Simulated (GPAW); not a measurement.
Pd:

```xyz
1
Lattice="0.0000 1.9465 1.9465 1.9465 0.0000 1.9465 1.9465 1.9465 0.0000" Properties=species:S:1:pos:R:3 pbc="T T T"
Pd    0.0000    0.0000    0.0000
```

Base run:

* Program: GPAW 26.7.0
* Functional: RPBE
* Potentials or basis: the program's PAW data sets (release 1.2.1) made for this functional
* Cutoff: 600 eV
* Basis: pw
* k mesh: 12 × 12 × 12
* Occupations: gaussian, width 0.1 eV
* Spin: no spin polarisation

Its results: band gap on the k mesh none (metal or under the smearing width); pressure 11.8 GPa.

Q: The run is repeated on the same cell with these changes: functional from RPBE to LDA. What comes out?

A: Band gap on the k mesh none (metal or under the smearing width); pressure -8.6 GPa.

LDA binds more tightly than RPBE, so the same cell stands under less pressure.
